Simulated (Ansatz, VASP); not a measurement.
# Ga: VASP beside Ansatz

File POSCAR:

```
Ga
1.0
   -1.6542470483      1.6542470483      1.6542470483
    1.6542470483     -1.6542470483      1.6542470483
    1.6542470483      1.6542470483     -1.6542470483
Ga
1
Direct
    0.0000000000      0.0000000000      0.0000000000
```

File INCAR.step1:

```
  PREC = Accurate
  ENCUT = 520
  ISMEAR = 0
  SIGMA = 0.05
  LREAL = F
  LASPH = T
  NELM = 80
  NBANDS = 12
  GGA = PE
  ALGO = Normal
  EDIFF = 1E-4
  LWAVE = T
  LCHARG = F
```

The input INCAR.step2:

```
  PREC = Accurate
  ENCUT = 520
  EDIFF = 1E-6
  ISMEAR = 0
  SIGMA = 0.05
  LREAL = F
  LASPH = T
  NELM = 80
  ALGO = Normal
  ISIF = 2
  LWAVE = F
  LCHARG = F
  METAGGA = R2SCAN
  LMIXTAU = T
  NBANDS = 12
  ISTART = 1
```

KPOINTS

```
regular mesh
0
Gamma
  18 18 18
```

Input for Ansatz:

```yaml
crystal:
  lattice:
    - [-1.6542470483, 1.6542470483, 1.6542470483]
    - [1.6542470483, -1.6542470483, 1.6542470483]
    - [1.6542470483, 1.6542470483, -1.6542470483]
  atoms:
    - { symbol: Ga, position: [0.0, 0.0, 0.0] }
basis:
  ecutwfc: 500
  ecutrho_ratio: 4
kpoints:
  mp_grid: { grid: [18, 18, 18] }
hamiltonian:
  xc: r2scan
scf:
  occupations: { method: gaussian, width: 0.05 }
output:
  forces: true
  stress: true
  eigenvalues: true
```

Alike in both runs: task single point; functional r2SCAN; k mesh 18 × 18 × 18; occupations gaussian, width 0.05 eV; no spin polarisation.

|  | VASP | Ansatz |
| --- | --- | --- |
| version | VASP 6.6.1 | Ansatz 0.2.0 |
| potentials or method | VASP PAW PBE potentials, release 64 (Ga_d) | scalar-relativistic, plane waves, PAW |
| plane-wave cutoff (eV) | 520 | 500 |
| valence electrons in the cell | 13 | 13 |

```csv
,VASP,Ansatz,Ansatz less VASP
gap on the k mesh at the Fermi level (eV),none,none,-
pressure (GPa),0.2,0.0,-0.17
```

A gap of «none» marks a metal or a gap that the smearing closes.

Caveats: the PAW data sets were made with another functional, which shifts forces and pressure a little (VASP).
